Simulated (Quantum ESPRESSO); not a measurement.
Crystal: MoS2.

```xyz
3
Lattice="3.2275 0.0000 0.0000 -1.6137 2.7951 0.0000 0.0000 0.0000 6.3125" Properties=species:S:1:pos:R:3 pbc="T T T"
Mo    0.0000    0.0000    3.1562
S     1.6137    0.9317    4.7008
S     0.0000    1.8634    1.6117
```

Measurements of this composition are mostly on another form, of space group No. 194.

Program: Quantum ESPRESSO 7.5. Alike in all runs: potentials or basis GBRV 1.5 PBEsol; no spin polarisation; cell as given; cutoff (eV) 612; smearing fermi-dirac 0.05 eV. Hardware: 2 MPI ranks on Arm Neoverse V2, with other jobs on the host.

Problem. Order these runs on this cell by their wall time, lowest first.
A. task Wannier functions; level PBEsol; k mesh 7 × 7 × 3; mixing beta 0.5; k mesh for the Wannier functions 5 × 5 × 2
B. task single point; level PBEsol; k mesh 9 × 9 × 4; hubbard projectors ortho-atomic; mixing beta 0.5
C. task single point; level PBEsol+U; U Mo d U = 8 eV; k mesh 9 × 9 × 4; hubbard projectors ortho-atomic; mixing beta 0.3

Solution. B (20 s), C (44 s), A (210 s).

Caveats: the Wannier minimisation didn't converge (some runs); U without spin polarisation on a metal has little footing (some runs).

Not every run made on this cell is shown here.
